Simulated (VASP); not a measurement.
## A VASP 6.6.1 single-point calculation on CdSe

INCAR

```
BMIX = 0.0001
NELM = 96
NBANDS = 16
ISMEAR = -1
PREC = Accurate
ENCUT = 520
NSW = 0
GGA = PE
LREAL = .FALSE.
LWAVE = .FALSE.
IBRION = -1
LASPH = .TRUE.
AMIX = 0.2
LCHARG = .FALSE.
SIGMA = 0.02
ISIF = 2
EDIFF = 1E-7
```

KPOINTS

```
KPOINTS created by Atomic Simulation Environment
0
Gamma
8 8 8
0 0 0
```

POSCAR

```
Cd Se
 1.0000000000000000
     0.0000000000000000    3.1291365846999999    3.1291365846999999
     3.1291365846999999    0.0000000000000000    3.1291365846999999
     3.1291365846999999    3.1291365846999999    0.0000000000000000
 Cd  Se
   1   1
Cartesian
  0.0000000000000000  0.0000000000000000  0.0000000000000000
  1.5645682923499997  1.5645682923499997  1.5645682923499997
```

The recommended PBE PAW datasets give the neutral cell 18 valence electrons.

Command

```
mpirun -np 1 vasp_std
```

OSZICAR

```
N       E                     dE             d eps       ncg     rms          rms(c)
DAV:   1     0.105503277850E+03    0.10550E+03   -0.86909E+03   936   0.999E+02
DAV:   2    -0.180526263607E+01   -0.10731E+03   -0.10179E+03  1112   0.245E+02
DAV:   3    -0.586920178618E+01   -0.40639E+01   -0.40569E+01  1104   0.495E+01
DAV:   4    -0.588593279515E+01   -0.16731E-01   -0.16730E-01  1176   0.325E+00
DAV:   5    -0.588604169952E+01   -0.10890E-03   -0.10890E-03  1160   0.228E-01    0.520E+00
DAV:   6    -0.559458946355E+01    0.29145E+00   -0.23402E-01  1392   0.527E+00    0.473E+00
DAV:   7    -0.549452827782E+01    0.10006E+00   -0.31255E-01  1120   0.475E+00    0.345E+00
DAV:   8    -0.549593746845E+01   -0.14092E-02   -0.64126E-02  1032   0.320E+00    0.374E-01
DAV:   9    -0.549466951575E+01    0.12680E-02   -0.36959E-03  1080   0.817E-01    0.215E-01
DAV:  10    -0.549462645268E+01    0.43063E-04   -0.13484E-03  1136   0.344E-01    0.413E-02
DAV:  11    -0.549462270352E+01    0.37492E-05   -0.78795E-05  1176   0.102E-01    0.416E-02
DAV:  12    -0.549464656039E+01   -0.23857E-04   -0.24627E-05  1144   0.364E-02    0.326E-02
DAV:  13    -0.549464667841E+01   -0.11802E-06   -0.21519E-06  1048   0.140E-02    0.714E-03
DAV:  14    -0.549464667545E+01    0.29574E-08   -0.23970E-07  1152   0.408E-03
   1 F= -.54946467E+01 E0= -.54946466E+01  d E =-.688374E-07
```

Standard output (part)

```
POSCAR found type information on POSCAR CdSe
 POSCAR found :  2 types and       2 ions
 LDA part: xc-table for (Slater+PW92), standard interpolation
 POSCAR, INCAR and KPOINTS ok, starting setup
 WAVECAR not read
 entering main loop
```

From OUTCAR

```
k-points           NKPTS =     29   k-points in BZ     NKDIM =     29   number of bands    NBANDS=     16

   NELECT =      18.0000    total number of electrons

   dimension x,y,z NGX =    36 NGY =   36 NGZ =   36
   dimension x,y,z NGXF=    72 NGYF=   72 NGZF=   72

  energy-cutoff  :      520.00
  volume of cell :       61.28
      direct lattice vectors                 reciprocal lattice vectors
     0.000000000  3.129136585  3.129136585    -0.159788487  0.159788487  0.159788487
     3.129136585  0.000000000  3.129136585     0.159788487 -0.159788487  0.159788487
     3.129136585  3.129136585  0.000000000     0.159788487  0.159788487 -0.159788487

 k-points in reciprocal lattice and weights: KPOINTS created by Atomic Simulation Env
   0.00000000  0.00000000  0.00000000       0.002
   0.12500000  0.00000000  0.00000000       0.016
   0.25000000  0.00000000  0.00000000       0.016
   0.37500000  0.00000000  0.00000000       0.016
   0.50000000  0.00000000  0.00000000       0.008
   0.12500000  0.12500000  0.00000000       0.012
   0.25000000  0.12500000  0.00000000       0.047
   0.37500000  0.12500000  0.00000000       0.047
   ...

 E-fermi :   0.5269

 k-point     1 :       0.0000    0.0000    0.0000
  band No.  band energies     occupation
      1     -11.8504      2.00000
      2      -7.3853      2.00000
      3      -7.3853      2.00000
      4      -7.3853      2.00000
      5      -7.0956      2.00000
      6      -7.0956      2.00000
      7       0.3004      1.99998
      8       0.3004      1.99998
      9       0.3004      1.99998
     10       0.7309      0.00007
     11       6.2193      0.00000
     12       6.2193      0.00000
     13       6.2193      0.00000
     14       9.7374      0.00000
     15      11.2002      0.00000
     16      11.2002      0.00000

 k-point     2 :       0.1250    0.0000    0.0000
  band No.  band energies     occupation
      1     -11.8067      2.00000
      2      -7.3719      2.00000
      3      -7.3719      2.00000
      4      -7.3422      2.00000
      5      -7.0962      2.00000
      6      -7.0962      2.00000
      7      -0.8540      2.00000
      8       0.1949      2.00000
      9       0.1949      2.00000
     10       1.7260      0.00000
     11       5.9861      0.00000
     12       6.4001      0.00000
     13       6.4001      0.00000
     14      10.4660      0.00000
     15      10.5001      0.00000
     16      10.5001      0.00000

 k-point     3 :       0.2500    0.0000    0.0000
  band No.  band energies     occupation
      1     -11.7004      2.00000
      2      -7.3425      2.00000
      3      -7.3425      2.00000
      4      -7.2035      2.00000
      5      -7.0937      2.00000
      6      -7.0937      2.00000
      7      -2.1556      2.00000
      8      -0.0395      2.00000
      9      -0.0395      2.00000
     10       2.4306      0.00000
     11       6.1264      0.00000
     12       6.6914      0.00000
     13       6.6914      0.00000
     14      10.2606      0.00000
     15      10.2606      0.00000
     16      10.2852      0.00000

 ...

  Total       -0.3953203     -0.3953203     -0.3953203     -0.0000000      0.0000000     -0.0000000
  in kB      -10.3360872    -10.3360872    -10.3360872     -0.0000000      0.0000000     -0.0000000
  external PRESSURE =     -10.3360872 kB  Pullay stress =       0.0000000 kB

 POSITION                                       TOTAL-FORCE (eV/Angst)
 -----------------------------------------------------------------------------------
      0.00000      0.00000      0.00000        -0.000000     -0.000000     -0.000000
      1.56457      1.56457      1.56457         0.000000      0.000000      0.000000
 -----------------------------------------------------------------------------------
    total drift:                               -0.000000     -0.000000     -0.000000

  FREE ENERGIE OF THE ION-ELECTRON SYSTEM (eV)
  ---------------------------------------------------
  free  energy   TOTEN  =        -5.4946466755 eV

  energy  without entropy=       -5.4946466066  energy(sigma->0) =       -5.49464664
```

It converged. Results: gap between bands v and c on the k mesh 0.43 eV; least direct gap on the k mesh 0.43 eV; pressure -1.0 GPa. Band v is the last that the valence electrons fill when counted band by band, and c is the next.

For comparison, a separate PBE run of the intended cell, on usual settings and not on those above, gives a gap of 0.43 eV on its mesh and a pressure of -1.0 GPa.

The run above took about 27 s on one core of a shared host (Intel Xeon Platinum 8488C) and held 0.21 GiB at most.
